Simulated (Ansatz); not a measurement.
# Ta: from a trial structure to a relaxed crystal

Level of theory: DFT PBE, scalar-relativistic, plane waves, PAW in Ansatz. Cutoff 420 eV, Γ-centred k mesh, Gaussian smearing, no spin polarisation in the final step.

The start is a random cell of Ta with space group P6/mmm (No. 191), drawn with lower limits on the distances.

```yaml
crystal:
  lattice:
    - [3.19990, 0.00000, 0.00000]
    - [-1.59995, 2.77119, 0.00000]
    - [0.00000, 0.00000, 4.52233]
  atoms:
    - { symbol: Ta, position: [0.00000, 0.00000, 0.26401] }
    - { symbol: Ta, position: [0.00000, 0.00000, 0.73599] }
```

Steps on the 6×6×4 mesh (2 atoms). 8 of 8 steps are shown, and the free energy counts from the last. Trial steps that were taken back and renewals of the plane-wave basis can be among the rows.

```csv
step,ΔF (meV/atom),V (Å³/atom),P (GPa),largest force component (eV/Å)
1,1336.9,20.05,19.88,6.359
2,758.6,20.49,2.91,0.502
3,369.4,19.20,6.74,0.613
4,123.9,19.01,6.16,0.149
5,15.5,19.13,4.93,0.218
6,3.5,19.87,-1.74,0.007
7,1.8,19.66,0.04,0.001
8,0.0,19.66,0.07,0.001
```

Steps on the 9×9×6 mesh (1 atom). 4 of 4 steps are shown, and the free energy counts from the last.

```csv
step,ΔF (meV/atom),V (Å³/atom),P (GPa)
1,5.0,19.66,1.69
2,20.7,20.41,-3.84
3,0.1,19.89,-0.25
4,0.0,19.89,-0.25
```

A final relaxation ran on a 21×21×20 mesh. The relaxed crystal, P6/mmm (No. 191):

```
Ta
1.0
     2.88822    0.00000    0.00000
    -1.44411    2.50128    0.00000
     0.00000    0.00000    2.73433
Ta
1
Cartesian
  0.0000 0.0000 1.3672
```

| Item | Value |
| --- | --- |
| Volume per atom | 19.75 Å³ |
| Density | 15.21 g/cm³ |
| Energy over the standard structure | 0.69 eV/atom |
| Gap on the 21×21×20 mesh | 0 eV (a metal) |

Energies count from the standard state of Ta at the same level.

The final run used a 21×21×20 mesh on its 1-atom cell and 0.10 eV smearing. The k mesh leaves about 4 meV/atom of noise in metals. Spin–orbit coupling is left out.

Symmetry constrained the relaxation, so the result can be a saddle point.